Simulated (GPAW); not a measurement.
HgTe (Coloradoite):

```
Hg Te
1.0
     0.00000    3.21450    3.21450
     3.21450    0.00000    3.21450
     3.21450    3.21450    0.00000
Hg Te
1 1
Direct
  0.00000 0.00000 0.00000
  0.75000 0.75000 0.75000
```

| Property | Result |
| --- | --- |
| Program | GPAW 26.7.0 |
| Task | relaxation of cell and atoms |
| Functional | PBEsol |
| Potentials or basis | PAW data sets generated in the run's folder for this functional |
| Cutoff | 600 eV |
| Basis | pw |
| k mesh | 7 × 7 × 7 |
| Occupations | fermi-dirac, width 0.05 eV |
| Spin | no spin polarisation |

At the start: pressure 1.7 GPa; volume 33.22 Å³/atom.

Where does the relaxation end?

Over 3 steps the energy falls by 6.7 meV/atom and the volume is 34.42 Å³/atom (+3.6 %); space group F-43m (No. 216, to 0.05 Å).

The path:
| step | energy change (eV) | largest force (eV/Å) | pressure (GPa) | volume (Å³) |
| --- | --- | --- | --- | --- |
| 1 | 0.0000 | 0.0000 | 1.74 | 66.43 |
| 2 | -0.0050 | 0.0000 | 1.35 | 66.95 |
| 3 | -0.0135 | 0.0000 | 0.07 | 68.85 |

Final structure:
```
Hg Te
1.0
     0.00000    3.25302    3.25302
     3.25302    0.00000    3.25302
     3.25302    3.25302    0.00000
Hg Te
1 1
Direct
  0.00000 0.00000 0.00000
  0.75000 0.75000 0.75000
```

Caveat: later steps reuse the first step's grids.
